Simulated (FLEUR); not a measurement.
# FeO (Wuestite) (R-3m) in FLEUR: settings compared

Aim: see how the results for FeO (Wuestite) move with the level of theory and the settings. Levels: PBEsol, PBE. Tasks: single point.

All numbers are computed with FLEUR MaX-R8.1 (later development tree); they aren't measurements. Logs are shortened: lines on timing, memory, paths and dates and some standing lists are left out, and cuts for length are marked.

## 1. Starting point

The structure is trigonal, space group R-3m (No. 166). The conventional cell has a = 3.038 Å, b = 3.038 Å, c = 7.559 Å, α = 90.00°, β = 90.00°, γ = 120.00°. Fe (site symmetry -3m) is surrounded by 6 O at 2.16 Å. O (site symmetry -3m) has 6 Fe at 2.16 Å as nearest neighbours.

## 2. Single point, PBEsol, collinear spin, ferromagnetic start

inp.xml reads:

```xml
<?xml version="1.0" encoding="UTF-8" standalone="no"?>
<fleurInput fleurInputVersion="0.39">
   <comment>
      FeO                                                                                                 
   </comment>
   <calculationSetup>
      <cutoffs Kmax="4.71" Gmax="14.6" GmaxXC="14.6" numbands="0"/>
      <scfLoop itmax="60" minDistance="0.00001" maxIterBroyd="15" imix="Anderson" alpha="0.05" precondParam="0.0" spinf="2.0" sdNocoIR="T"/>
      <coreElectrons ctail="T" frcor="F" kcrel="0" coretail_lmax="0"/>
      <xcFunctional name="PBEs" relativisticCorrections="F"/>
      <magnetism jspins="2"/>
      <soc l_soc="F" theta="0.0" phi="0.0" spav="F"/>
      <expertModes spex="0" secvar="F"/>
      <geometryOptimization l_f="T" forcealpha="1.0" forcemix="BFGS" epsdisp="0.0005" epsforce="0.0002"/>
      <ldaU l_linMix="F" mixParam="0.05" spinf="1.0"/>
   </calculationSetup>
   <cell>
      <bzIntegration valenceElectrons="22.0" mode="hist" fermiSmearingEnergy="0.00183747">
         <kPointListSelection listName="default-1"/>
         <!-- k-points included here -->
         <xi:include xmlns:xi="http://www.w3.org/2001/XInclude" href="kpts.xml"> </xi:include>
      </bzIntegration>
      <!-- symmetry operations included here -->
      <xi:include xmlns:xi="http://www.w3.org/2001/XInclude" href="sym.xml"> </xi:include>
      <bulkLattice scale="1.0">
         <bravaisMatrix>
            <row-1>    2.8701555376648544     1.6570850722987371     4.7613110176573485</row-1>
            <row-2>   -2.8701555376648544     1.6570850722987371     4.7613110176573485</row-2>
            <row-3>    0.0000000000000000    -3.3141701445974743     4.7613110176573485</row-3>
         </bravaisMatrix>
      </bulkLattice>
   </cell>
   <atomSpecies>
      <species name="Iron (Fe) 3.000" element="Fe" atomicNumber="26">
         <mtSphere radius="2.08" gridPoints="707" logIncrement="0.017"/>
         <atomicCutoffs lmax="9" lnonsphr="9"/>
         <electronConfig flipSpins="F">
            <coreConfig>(1s1/2) (2s1/2) (2p1/2) (2p3/2)</coreConfig>
            <valenceConfig>(3s1/2) (3p1/2) (3p3/2) (4s1/2) (3d3/2) (3d5/2)</valenceConfig>
            <stateOccupation state="(3d3/2)" spinUp="1.5" spinDown="0.9"/>
            <stateOccupation state="(3d5/2)" spinUp="3.0" spinDown="0.6"/>
         </electronConfig>
         <energyParameters s="4" p="4" d="3" f="4"/>
         <lo type="SCLO" l="0" n="3" eDeriv="0"/>
         <lo type="SCLO" l="1" n="3" eDeriv="0"/>
         <lo type="SCLO" l="1" n="3" eDeriv="1"/>
         <lo type="SCLO" l="2" n="3" eDeriv="2"/>
         <lo type="SCLO" l="3" n="4" eDeriv="2"/>
      </species>
      <species name="Oxygen (O)" element="O" atomicNumber="8">
         <mtSphere radius="1.59" gridPoints="543" logIncrement="0.02"/>
         <atomicCutoffs lmax="8" lnonsphr="8"/>
         <electronConfig flipSpins="F">
            <coreConfig>(1s1/2)</coreConfig>
            <valenceConfig>(2s1/2) (2p1/2) (2p3/2)</valenceConfig>
            <stateOccupation state="(2p1/2)" spinUp="0.666667" spinDown="0.666667"/>
            <stateOccupation state="(2p3/2)" spinUp="1.333333" spinDown="1.333333"/>
         </electronConfig>
         <energyParameters s="2" p="2" d="3" f="4"/>
         <lo type="SCLO" l="0" n="2" eDeriv="2"/>
         <lo type="SCLO" l="1" n="2" eDeriv="2"/>
         <lo type="SCLO" l="2" n="3" eDeriv="2"/>
      </species>
   </atomSpecies>
   <atomGroups>
      <atomGroup species="Iron (Fe) 3.000">
         <relPos label="                   1">.0000000000 .0000000000 .0000000000</relPos>
         <force calculate="T" relaxXYZ="TTT"/>
      </atomGroup>
      <atomGroup species="Oxygen (O)">
         <relPos label="                   2">1.000/2.000 1.000/2.000 1.000/2.000</relPos>
         <force calculate="T" relaxXYZ="TTT"/>
      </atomGroup>
   </atomGroups>
   <output dos="F" band="F" slice="F">
      <checks vchk="F" cdinf="F"/>
      <bandDOS minEnergy="-.5*Htr" maxEnergy="0.5*Htr" sigma="0.015" storeEVData="T"/>
      <vacuumDOS vacdos="F" integ="F" star="F" nstars="0" locx1="0.0" locy1="0.0" locx2="0.0" locy2="0.0" nstm="0" tworkf="0.0"/>
      <unfoldingBand unfoldBand="F" supercellX="1" supercellY="1" supercellZ="1"/>
      <plotting iplot="0" polar="F">
         <plot TwoD="T" vec1="  1.0  0.0  0.0" vec2="  0.0  1.0  0.0" vec3="  0.0  0.0  1.0" zero="  0.0  0.0  0.0" file="plot"/>
      </plotting>
      <chargeDensitySlicing numkpt="0" minEigenval="0.0" maxEigenval="0.0" nnne="0" pallst="F"/>
      <specialOutput eonly="F"/>
      <moessbauerParams electricFieldGradient="T" isomerShift="T" coreHyperfine="T" valenceHyperfine="T"/>
      <magneticCircularDichroism mcd="F" energyLo="-10.0" energyUp="0.0"/>
   </output>
  <!-- We include the file relax.xml here to enable relaxations (see documentation) -->
  <xi:include xmlns:xi="http://www.w3.org/2001/XInclude" href="relax.xml"> <xi:fallback/> </xi:include>
</fleurInput>
```

crystal.txt reads:

```
FeO
&input cartesian=F /
1.5188209023  0.8768916568  2.5195772846
-1.5188209023  0.8768916568  2.5195772846
0.0000000000  -1.7537833136  2.5195772846
1.8897261246
1.0 1.0 1.0

2
26 0.0000000000  0.0000000000  0.0000000000 : 3.000
8 0.5000000000  0.5000000000  0.5000000000

&kpt div1=11 div2=11 div3=11 gamma=T /
```

Potentials or basis: all-electron, FLAPW.

Command:

```
$ inpgen -f crystal.txt -profile fastHighL
$ # inp.xml edited to the form shown
$ fleur_MPI
```

The log of the run:

```text
Welcome to FLEUR        (www.flapw.de)
      MaX-Release 8.1          (www.max-centre.eu)

 ========== k-point set info ==========
 Selected k-point list: default-1
 k-point list type: mesh
 11 x 11 x 11
 Number of k points: 146

 ------------Calculation Setup---------------------------
 Number of MPI-tasks      :            1
 Number of PE/node        :            1
 Number of OMP-threads    :            1
 Most efficient MPI parallelization for:
           1           2          73         146
 Additional eigenvalue parallelization possible
 Number of basis functions:          329
 Approximate size of matrices (H+S) per k-point:         0.002 GB
 --------------------------------------------------------
 Iteration:     1   Distance:      27.44518484 me/bohr^3
 Iteration:     2   Distance:      26.01427101 me/bohr^3
 Iteration:     3   Distance:      11.68700107 me/bohr^3
 Iteration:     4   Distance:      18.39152594 me/bohr^3
 Iteration:     5   Distance:       9.31176403 me/bohr^3
 Iteration:     6   Distance:       3.45434367 me/bohr^3
 Iteration:     7   Distance:       2.69019912 me/bohr^3
 Iteration:     8   Distance:       1.51399783 me/bohr^3
 Iteration:     9   Distance:       0.52402854 me/bohr^3
 Iteration:    10   Distance:       0.08246978 me/bohr^3
 Iteration:    11   Distance:       0.06063579 me/bohr^3
 Iteration:    12   Distance:       0.03536974 me/bohr^3
 Iteration:    13   Distance:       0.03515774 me/bohr^3
 Iteration:    14   Distance:       0.00765724 me/bohr^3
 Iteration:    15   Distance:       0.00315533 me/bohr^3
 Iteration:    16   Distance:       0.00297620 me/bohr^3
 Iteration:    17   Distance:       0.00212306 me/bohr^3
 Iteration:    18   Distance:       0.00018234 me/bohr^3
 Iteration:    19   Distance:       0.00007241 me/bohr^3
 Iteration:    20   Distance:       0.00005714 me/bohr^3
 Iteration:    21   Distance:       0.00002420 me/bohr^3
 Iteration:    22   Distance:       0.00000999 me/bohr^3

 ********************************************************************
 Run finished successfully
 Stop message:
   Structural relaxation: Done
 ********************************************************************
```

Wall time 8.2 min (1 thread of Intel Xeon Platinum 8488C (Sapphire Rapids), shared host); peak memory 0.08 GiB.

Results:

```
Free energy                                           : -36644.1089 eV
Band gap on the k mesh                                : none (metal or under the smearing width)
Net moment                                            : 4.00 μB per cell
Site moments                                          : Fe +3.57; O +0.31 μB
Valence electrons inside the program's atomic spheres : Fe 14.06; O 5.09 (radii Fe 2.08, O 1.59 bohr)
```

Core levels (eV from the Fermi level):
| atom | levels |
| --- | --- |
| 1 Fe | 1s1/2 -6984.0, 2s1/2 -813.0, 2p1/2 -700.3, 2p3/2 -687.9 |
| 2 O | 1s1/2 -505.5 |

Caveat: a cell with one magnetic atom can't hold antiferromagnetic order, which such compounds often take; semilocal functionals often make such compounds metallic where correlation or magnetic order opens a gap, which also shifts bond lengths.

## 3. Single point, PBE, collinear spin, ferromagnetic start

Edit inp.xml of step 2 so:

```diff
@@ -9,3 +9,3 @@
       <coreElectrons ctail="T" frcor="F" kcrel="0" coretail_lmax="0"/>
-      <xcFunctional name="PBEs" relativisticCorrections="F"/>
+      <xcFunctional name="pbe" relativisticCorrections="F"/>
       <magnetism jspins="2"/>
@@ -33,3 +33,3 @@
    <atomSpecies>
-      <species name="Iron (Fe) 3.000" element="Fe" atomicNumber="26">
+      <species name="Iron (Fe) 4.500" element="Fe" atomicNumber="26">
          <mtSphere radius="2.08" gridPoints="707" logIncrement="0.017"/>
@@ -39,3 +39,3 @@
             <valenceConfig>(3s1/2) (3p1/2) (3p3/2) (4s1/2) (3d3/2) (3d5/2)</valenceConfig>
-            <stateOccupation state="(3d3/2)" spinUp="1.5" spinDown="0.9"/>
+            <stateOccupation state="(3d3/2)" spinUp="2.0" spinDown="0.4"/>
             <stateOccupation state="(3d5/2)" spinUp="3.0" spinDown="0.6"/>
@@ -65,3 +65,3 @@
    <atomGroups>
-      <atomGroup species="Iron (Fe) 3.000">
+      <atomGroup species="Iron (Fe) 4.500">
          <relPos label="                   1">.0000000000 .0000000000 .0000000000</relPos>
```

Edit crystal.txt of step 2 so:

```diff
@@ -9,3 +9,3 @@
 2
-26 0.0000000000  0.0000000000  0.0000000000 : 3.000
+26 0.0000000000  0.0000000000  0.0000000000 : 4.500
 8 0.5000000000  0.5000000000  0.5000000000
```

Potentials or basis: all-electron, FLAPW.

Command:

```
$ inpgen -f crystal.txt -profile fastHighL
$ # inp.xml edited to the form shown
$ fleur_MPI
```

It took 4.9 min on 1 thread of AMD EPYC 9R45 (Zen 5), shared host; peak memory 0.09 GiB.

Results (log left out):

| Property | Result |
| --- | --- |
| Free energy | -36682.3996 eV |
| Band gap on the k mesh | none (metal or under the smearing width) |
| Net moment | 4.00 μB per cell |
| Site moments | Fe +3.58; O +0.30 μB |
| Valence electrons inside the program's atomic spheres | Fe 14.06; O 5.11 (radii Fe 2.08, O 1.59 bohr) |

Levels at points of the mesh, in eV from the Fermi level:
Spin up:
```
           k point  band 9  band 10  band 11  band 12  band 13  band 14  band 15  band 16  band 17  band 18
(0.00, 0.00, 0.00)   -3.85    -3.83    -3.83    -3.68    -3.68    -0.03    15.19    16.62    17.03    17.03
```
Spin down:
```
           k point  band 6  band 7  band 8  band 9  band 10  band 11  band 12  band 13
(0.00, 0.00, 0.00)   -3.39   -3.29   -3.29   -0.79    -0.70    -0.70     0.22     0.22
```

Core levels (eV from the Fermi level):
| atom | levels |
| --- | --- |
| 1 Fe | 1s1/2 -6991.2, 2s1/2 -813.9, 2p1/2 -700.8, 2p3/2 -688.3 |
| 2 O | 1s1/2 -507.2 |

Caveat: a cell with one magnetic atom can't hold antiferromagnetic order, which such compounds often take; semilocal functionals often make such compounds metallic where correlation or magnetic order opens a gap, which also shifts bond lengths. With open d or f shells a metallic result of PBE can be an artefact of self-interaction; +U or a hybrid may open a gap.
